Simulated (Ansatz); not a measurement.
# GaN: the cost of one run

Method: DFT PBE, scalar-relativistic, plane waves, PAW, in Ansatz 0.2.0.

3 further runs of the same task are left out: 1 that didn't finish, 2 set aside as unsound or not needed.

### Step 1. The structure to begin with

Symmetry: F-43m, No. 216, cubic system. The conventional cell has a = 4.548 Å, b = 4.548 Å, c = 4.548 Å, α = 90.00°, β = 90.00°, γ = 90.00°. Around Ga (site symmetry -43m) lie 4 N at 1.97 Å. Around N (site symmetry -43m) lie 4 Ga at 1.97 Å.

Coordinates:

```cif
data_structure
_symmetry_space_group_name_H-M 'F-43m'
_symmetry_Int_Tables_number 216
_cell_length_a 4.5485
_cell_length_b 4.5485
_cell_length_c 4.5485
_cell_angle_alpha 90.000
_cell_angle_beta 90.000
_cell_angle_gamma 90.000
_cell_volume 94.10
loop_
_atom_site_label
_atom_site_type_symbol
_atom_site_symmetry_multiplicity
_atom_site_Wyckoff_symbol
_atom_site_fract_x
_atom_site_fract_y
_atom_site_fract_z
_atom_site_occupancy
Ga1 Ga 4 a 0.00000 0.00000 0.00000 1
N1 N 4 c 0.25000 0.25000 0.25000 1
```

It goes back to an entry of the Materials Project.

This cell was relaxed beforehand with the same method: volume 11.76 Å³/atom, gap on the mesh 1.54 eV.

### Step 2. The reference cell

The reference gives a free energy of -4167.9079 eV, pressure 0.00 GPa, largest force 0.000 eV/Å and gap on the mesh 1.54 eV. It was computed beforehand with the settings of the runs below.

### Step 3. Setting up energy and stress against strain

The cell is strained by ε times the Voigt pattern (0, 0, 0, 1, 0, 0) (xx, yy, zz, yz, xz, xy; engineering shear), with fractional coordinates fixed (clamped ions). The stress on the pattern is the sum of the stress components weighted by it, tension positive.

### Step 4. Point ε = -0.0600

Contents of input.yaml:

```yaml
crystal:
  lattice:
    - [0.0, 2.2060113327, 2.2060113327]
    - [2.2742384873, -0.0682271546, 2.2742384873]
    - [2.2742384873, 2.2742384873, -0.0682271546]
  atoms:
    - { symbol: Ga, position: [0.0, 0.0, 0.0] }
    - { symbol: "N", position: [0.75, 0.75, 0.75] }
basis:
  ecutwfc: 420
kpoints:
  mp_grid: { grid: [10, 10, 10] }
hamiltonian:
  xc: pbe
scf:
  occupations: { method: gaussian, width: 0.05 }
output:
  forces: true
  stress: true
  eigenvalues: true
  write_density: true
  write_potential: true
  elf: true
  volumetric_format: npy
```

Started as:

```sh
> ansatz run input.yaml --threads 1 --pin off --max-ram 2560MiB --backend cpu --events-out ev --progress --plain --runs-dir out
```

Q: Estimate wall time and peak memory on 1 thread of Intel Xeon 6975P-C (Granite Rapids), shared host.

About 3.4 s, with a peak of 0.39 GiB.
